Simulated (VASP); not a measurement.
# HgTe (I-4m2) in VASP: further runs

The runs below take HgTe through single point, relaxation of cell and atoms, with PBE, HSE(alpha, omega), LDA.

Everything below comes from runs of VASP 6.6.1. Logs are shortened: lines on timing, memory, paths and dates and some standing lists are left out, and cuts for length are marked.

### Step 1. The structure

Symmetry: I-4m2, No. 119, tetragonal system. The conventional cell has a = 6.091 Å, b = 6.091 Å, c = 3.119 Å, α = 90.00°, β = 90.00°, γ = 90.00°. Around Hg (site symmetry -4m2) lie 2 Hg at 3.12 Å and 4 Te at 3.14 Å. Te (site symmetry -4m2) has 2 Te at 3.12 Å and 4 Hg at 3.14 Å as nearest neighbours.

Measurements of this composition are mostly on another form, of space group No. 216.

### Step 2. Single point, PBE

File INCAR:

```
SYSTEM = HgTe
ALGO = Normal
EDIFF = 1E-6
ENCUT = 450
GGA = PE
ISIF = 2
ISMEAR = 0
LASPH = .TRUE.
LCHARG = .FALSE.
LREAL = .FALSE.
LWAVE = .FALSE.
NBANDS = 20
NELM = 80
PREC = Accurate
SIGMA = 0.02
```

File KPOINTS:

```
k-points
0
G
  6 6 6
  0 0 0
```

File POSCAR:

```
HgTe
1.0
   -3.0456030000      3.0456030000      1.5594100000
    3.0456030000     -3.0456030000      1.5594100000
    3.0456030000      3.0456030000     -1.5594100000
Hg Te
1 1
Direct
    0.7500000000      0.2500000000      0.5000000000
    0.0000000000      0.0000000000      0.0000000000
```

Potentials or basis: VASP PAW PBE potentials, release 64 (Hg_sv_GW, Te_GW).

Started as:

```console
cat potpaw_PBE.64/Hg_sv_GW/POTCAR potpaw_PBE.64/Te_GW/POTCAR > POTCAR
mpirun -np 1 vasp_std > vasp.out
```

OUTCAR:

```text
SYSTEM = HgTe
   EDIFF = 1E-6
   ENCUT = 450
   GGA = PE
   ISIF = 2
   ISMEAR = 0
   LASPH = .TRUE.
   LREAL = .FALSE.
   NELM = 80
   PREC = Accurate

 ion  position               nearest neighbor table
   1  0.750  0.250  0.500-   2 3.14   2 3.14   2 3.14   2 3.14
   2  0.000  0.000  0.000-   1 3.14   1 3.14   1 3.14   1 3.14

  LATTYP: Found a body centered tetragonal cell.
 ALAT       =     6.0912060000
 C/A-ratio  =     0.5120201156

  Lattice vectors:

 A1 = (  -3.0456030000,   3.0456030000,   1.5594100000)
 A2 = (   3.0456030000,  -3.0456030000,   1.5594100000)
 A3 = (   3.0456030000,   3.0456030000,  -1.5594100000)

Analysis of symmetry for initial positions (statically):
=====================================================================
 Subroutine PRICEL returns:
 Original cell was already a primitive cell.

 Routine SETGRP: Setting up the symmetry group for a
 body centered tetragonal supercell.

 Subroutine GETGRP returns: Found  8 space group operations
 (whereof  8 operations were pure point group operations)
 out of a pool of 16 trial point group operations.

The static configuration has the point symmetry D_2d.

Analysis of symmetry for dynamics (positions and initial velocities):
=====================================================================
 Subroutine PRICEL returns:
 Original cell was already a primitive cell.

 Routine SETGRP: Setting up the symmetry group for a
 body centered tetragonal supercell.

 Subroutine GETGRP returns: Found  8 space group operations
 (whereof  8 operations were pure point group operations)
 out of a pool of 16 trial point group operations.

The dynamic configuration has the point symmetry D_2d.

 Subroutine INISYM returns: Found  8 space group operations
 (whereof  8 operations are pure point group operations),
 and found     1 'primitive' translations

----------------------------------------------------------------------------------------

                                     Primitive cell

  volume of cell :      57.8585

  direct lattice vectors                    reciprocal lattice vectors
    -3.045603000  3.045603000  1.559410000     0.000000000  0.164171102  0.320634086
     3.045603000 -3.045603000  1.559410000     0.164171102  0.000000000  0.320634086
     3.045603000  3.045603000 -1.559410000     0.164171102  0.164171102  0.000000000

  length of vectors
     4.580737366  4.580737366  4.580737366     0.360219888  0.360219888  0.232172999

  position of ions in fractional coordinates (direct lattice)
     0.750000000  0.250000000  0.500000000
     0.000000000  0.000000000  0.000000000

  ion indices of the primitive-cell ions
   primitive index   ion index
                 1           1
                 2           2

----------------------------------------------------------------------------------------

 KPOINTS: k-points

Automatic generation of k-mesh.
 Grid dimensions read from file:
 generate k-points for:    6    6    6

 Generating k-lattice:

  Cartesian coordinates                     Fractional coordinates (reciprocal lattice)
     0.000000000  0.027361850  0.053439014     0.166666667  0.000000000  0.000000000
     0.027361850  0.000000000  0.053439014     0.000000000  0.166666667  0.000000000
     0.027361850  0.027361850  0.000000000     0.000000000  0.000000000  0.166666667

  Length of vectors
     0.060036648  0.060036648  0.038695500

  Shift w.r.t. Gamma in fractional coordinates (k-lattice)
     0.000000000  0.000000000  0.000000000

 Subroutine IBZKPT returns following result:
 ===========================================

 Found     30 irreducible k-points:

 Following reciprocal coordinates:
            Coordinates               Weight
  0.000000  0.000000  0.000000      1.000000
  0.166667  0.000000  0.000000      8.000000
  0.333333  0.000000  0.000000      8.000000
  0.500000  0.000000  0.000000      4.000000
  0.166667  0.166667  0.000000      8.000000
  0.333333  0.166667  0.000000     16.000000
[... 16 lines left out ...]
 -0.333333 -0.333333  0.166667      8.000000
 -0.166667 -0.333333  0.166667      8.000000
 [... further k-points ...]
   k-points           NKPTS =     30   k-points in BZ     NKDIM =     30   number of bands    NBANDS=     20
   number of dos      NEDOS =    301   number of ions     NIONS =      2
   total plane-waves  NPLWV =  32768
   dimension x,y,z NGX =    32 NGY =   32 NGZ =   32
   dimension x,y,z NGXF=    64 NGYF=   64 NGZF=   64
   ions per type =               1   1
   NGX,Y,Z   is equivalent  to a cutoff of  11.61, 11.61, 11.61 a.u.
   NGXF,Y,Z  is equivalent  to a cutoff of  23.23, 23.23, 23.23 a.u.
 SYSTEM =  HgTe
   PREC   = accura    normal or accurate (medium, high low for compatibility)
   ISTART =      0    job   : 0-new  1-cont  2-samecut
   ICHARG =      2    charge: 1-file 2-atom 10-const
   ISPIN  =      1    spin polarized calculation?
   LNONCOLLINEAR =      F non collinear calculations
   LSORBIT =      F    spin-orbit coupling
   LASPH  =      T    aspherical Exc in radial PAW
   ENCUT  =  450.0 eV  33.07 Ry    5.75 a.u.   7.92  7.92  7.92*2*pi/ulx,y,z
   NELM   =     80;   NELMIN=  2; NELMDL= -5     # of ELM steps
   EDIFF  = 0.1E-05   stopping-criterion for ELM
   LREAL  =      F    real-space projection
   EDIFFG = 0.1E-04   stopping-criterion for IOM
   NSW    =      0    number of steps for IOM
   IBRION =     -1    ionic relax: 0-MD 1-quasi-New 2-CG
   NFREE  =      0    steps in history (QN), initial steepest desc. (CG)
   ISIF   =      2    stress and relaxation
   ISYM   =      2    0-nonsym 1-usesym 2-fastsym
   POTIM  = 0.5000    time-step for ionic-motion
   TEBEG  =    0.0;   TEEND  =   0.0 temperature during run
   PSTRESS=    0.0 pullay stress
   NELECT =      26.0000    total number of electrons
   NUPDOWN=      -1.0000    fix difference up-down
   EMIN   =  10.00;   EMAX   =-10.00  energy-range for DOS
   EFERMI =   0.00;   METHOD = LEGACY
   ISMEAR =     0;   SIGMA  =   0.02  broadening in eV -4-tet -1-fermi 0-gaus
   EFERMI_NEDOS =   21; number of points for ismear=-14 and -15
   IALGO  =     38    algorithm
   IMIX   =      4    mixing-type and parameters
     AMIX     =   0.40;   BMIX     =  1.00
     AMIX_MAG =   1.60;   BMIX_MAG =  1.00
  volume/ion in A,a.u.               =      28.93       195.22
  Fermi-wavevector in a.u.,A,eV,Ry     =   1.253941  2.369604 21.393354  1.572367
  Thomas-Fermi vector in A             =   2.387769
   LORBIT       =      0    0 simple, 1 ext, 2 COOP (PROOUT), +10 PAW based schemes
   GGA     = PE    functional components
   LHFCALC =     F    Hartree Fock is set to
   AEXX    =    0.0000 exact exchange contribution
   IVDW    =     0    specifies the selected vdW correction
   LEPSILON=     F    determine dielectric tensor
   LRPA    =     F    only Hartree local field effects (RPA)
 non-spin polarized calculation
 Gauss-broadening in eV      SIGMA  =   0.02
  energy-cutoff  :      450.00
  volume of cell :       57.86
 maximum number of plane-waves:      1274
   NGX = 15   NGY = 15   NGZ = 15

 number of electron      26.0000000 magnetization

 Free energy of the ion-electron system (eV)
  ---------------------------------------------------
  ext. energy  EPLUGINS =         0.00000000
  ---------------------------------------------------
  free energy    TOTEN  =        -3.15593898 eV

  energy without entropy =       -3.15553260  energy(sigma->0) =       -3.15573579

 E-fermi :   5.9518     XC(G=0): -10.0139

 val. band max:        5.9396547791   @ k =  -0.1667  -0.3333   0.1667
 cond. band min:       6.0057225490   @ k =   0.5000   0.3333   0.0000
 fundamental gap:      0.0660677699
 Fermi energy:         5.9518207234

 k-point     1 :       0.0000    0.0000    0.0000
  band No.  band energies     occupation
      1    -108.8775      2.00000
      2     -57.2286      2.00000
      3     -57.2232      2.00000
      4     -57.2232      2.00000
      5      -6.7989      2.00000
      6      -1.4996      2.00000
[... 12 lines left out ...]
     19      16.0314      0.00000
     20      16.9434      0.00000

 k-point     2 :       0.1667    0.0000    0.0000
  band No.  band energies     occupation
      1    -108.8777      2.00000
      2     -57.2366      2.00000
      3     -57.2236      2.00000
      4     -57.2233      2.00000
      5      -6.3663      2.00000
      6      -1.1095      2.00000
[... 12 lines left out ...]
     19      15.3133      0.00000
     20      15.5085      0.00000

 k-point     3 :       0.3333    0.0000    0.0000
  band No.  band energies     occupation
      1    -108.8775      2.00000
      2     -57.2510      2.00000
      3     -57.2229      2.00000
      4     -57.2227      2.00000
      5      -5.2257      2.00000
      6      -0.9369      2.00000
[... 12 lines left out ...]
     19      13.8078      0.00000
     20      16.3874      0.00000

 k-point     4 :       0.5000    0.0000    0.0000
  band No.  band energies     occupation
      1    -108.8771      2.00000
      2     -57.2573      2.00000
      3     -57.2222      2.00000
      4     -57.2216      2.00000
      5      -4.3408      2.00000
      6      -1.1027      2.00000
[... 12 lines left out ...]
     19      15.5693      0.00000
     20      16.0639      0.00000

 k-point     5 :       0.1667    0.1667    0.0000
  band No.  band energies     occupation
      1    -108.8774      2.00000
      2     -57.2509      2.00000
      3     -57.2225      2.00000
      4     -57.2224      2.00000
      5      -5.2978      2.00000
      6      -0.9451      2.00000
[... 12 lines left out ...]
     19      14.4119      0.00000
     20      14.5686      0.00000
[... 353 lines left out ...]
      6      -1.1435      2.00000
[... 12 lines left out ...]
     19      16.7047      0.00000
     20      17.3330      0.00000

 k-point    22 :      -0.1667    0.5000    0.1667
  band No.  band energies     occupation
      1    -108.8773      2.00000
      2     -57.2503      2.00000
      3     -57.2228      2.00000
      4     -57.2221      2.00000
      5      -4.9940      2.00000
      6      -0.9560      2.00000
[... 12 lines left out ...]
     19      15.7454      0.00000
     20      16.9895      0.00000

 k-point    23 :      -0.3333   -0.3333    0.1667
  band No.  band energies     occupation
      1    -108.8773      2.00000
      2     -57.2503      2.00000
      3     -57.2227      2.00000
      4     -57.2225      2.00000
      5      -4.9547      2.00000
      6      -0.9905      2.00000
[... 12 lines left out ...]
     19      16.3542      0.00000
     20      16.7396      0.00000

 k-point    24 :      -0.1667   -0.3333    0.1667
  band No.  band energies     occupation
      1    -108.8772      2.00000
      2     -57.2575      2.00000
      3     -57.2223      2.00000
      4     -57.2221      2.00000
      5      -4.3889      2.00000
      6      -1.1085      2.00000
[... 12 lines left out ...]
     19      16.1428      0.00000
     20      17.6589      0.00000

 [... further k-points ...]

------------------------ aborting loop because EDIFF is reached ----------------------------------------

  FORCE on cell =-STRESS in cart. coord.  units (eV):
  Direction    XX          YY          ZZ          XY          YZ          ZX
  --------------------------------------------------------------------------------------
  -------------------------------------------------------------------------------------
  Total       -0.4975931     -0.4975931     -0.3060573      0.0000000      0.0000000      0.0000000
  in kB      -13.7790122    -13.7790122     -8.4751311      0.0000000      0.0000000      0.0000000
  external PRESSURE =     -12.0110518 kB  Pullay stress =       0.0000000 kB

 VOLUME and BASIS-vectors are now :
 -----------------------------------------------------------------------------
  energy-cutoff  :      450.00
  volume of cell :       57.86
      direct lattice vectors                 reciprocal lattice vectors
    -3.045603000  3.045603000  1.559410000     0.000000000  0.164171102  0.320634086
     3.045603000 -3.045603000  1.559410000     0.164171102  0.000000000  0.320634086
     3.045603000  3.045603000 -1.559410000     0.164171102  0.164171102  0.000000000

 POSITION                                       TOTAL-FORCE (eV/Angst)
 -----------------------------------------------------------------------------------
      0.00000      3.04560      0.77970        -0.000000      0.000000     -0.000000
      0.00000      0.00000      0.00000         0.000000     -0.000000      0.000000
 -----------------------------------------------------------------------------------
    total drift:                               -0.000000      0.000000      0.000000

  FREE ENERGIE OF THE ION-ELECTRON SYSTEM (eV)
  ---------------------------------------------------
  free  energy   TOTEN  =        -3.1559389756 eV

  energy  without entropy=       -3.1555325987  energy(sigma->0) =       -3.15573579
```

Run time: 11 s. Hardware: 1 thread of Intel Xeon 6975P-C (Granite Rapids), shared host; peak memory 0.2 GiB.

Results:

```yaml
Free_energy: -3.1559 eV
Pressure: -1.2 GPa
Band_gap_on_the_k_mesh: none (metal or under the smearing width)
```

Levels at points of the mesh, in eV from the Fermi level:
```csv
k point,band 11,band 12,band 13,band 14,band 15,band 16
"(0.00, 0.00, 0.00)",-3.59,-2.68,-2.68,3.09,4.48,6.75
"(0.50, 0.00, 0.00)",-4.82,-2.13,-1.32,-0.26,3.05,3.62
"(0.50, 0.50, 0.00)",-6.17,-1.15,1.29,1.82,2.60,3.21
"(0.50, 0.50, 0.50)",-4.52,-4.52,-4.48,2.78,7.10,7.81
```

Caveat: the k mesh is coarse (spacing up to 0.38 Å⁻¹), so the values aren't converged.

### Step 3. Single point, HSE(alpha, omega)

POSCAR is that of step 2.

File INCAR.step1:

```
SYSTEM = HgTe
ALGO = Normal
EDIFF = 1E-5
ENCUT = 520
GGA = PE
ISIF = 2
ISMEAR = -1
LASPH = .True.
LREAL = .False.
LWAVE = .True.
NELM = 80
PREC = Accurate
SIGMA = 0.05
```

File INCAR.step2:

```
SYSTEM = HgTe
AEXX = 0.25
ALGO = Normal
EDIFF = 1E-7
ENCUT = 520
GGA = PE
HFSCREEN = 0.4
ISIF = 2
ISMEAR = -1
ISTART = 1
LASPH = .True.
LCHARG = .False.
LHFCALC = .True.
LREAL = .False.
LWAVE = .False.
NELM = 80
PREC = Accurate
PRECFOCK = Fast
SIGMA = 0.05
```

File KPOINTS:

```
k-points
0
Gamma
  5 5 5
  0 0 0
```

Potentials or basis: VASP PAW PBE potentials, release 64 (Hg, Te).

Started as:

```console
cat potpaw_PBE.64/Hg/POTCAR potpaw_PBE.64/Te/POTCAR > POTCAR
cp INCAR.step1 INCAR
mpirun -np 1 vasp_std > vasp.out
cp INCAR.step2 INCAR
mpirun -np 1 vasp_std > vasp.out
```

It took 13 min on 1 thread of Intel Xeon Platinum 8559C (Emerald Rapids), shared host; peak memory 0.3 GiB.

It converged, with:

| Property | Result |
| --- | --- |
| Free energy | -3.7031 eV |
| Pressure | -1.0 GPa |
| Band gap on the k mesh | none (metal or under the smearing width) |

Stress tensor (GPa, compression positive):
```
-2.71  0.00  0.00
 0.00 -2.71  0.00
 0.00  0.00  2.32
```

Levels at points of the mesh, in eV from the Fermi level:
```
           k point  band 6  band 7  band 8  band 9  band 10  band 11  band 12  band 13
(0.00, 0.00, 0.00)   -7.03   -3.29   -2.46   -2.46     3.99     5.07     7.64     7.64
```

Caveat: the k mesh is coarse (spacing up to 0.45 Å⁻¹), so the values aren't converged, least of all with exact exchange; the PAW data sets were made with another functional, which shifts forces and pressure a little.

(Part 1 of 3 ends here.)
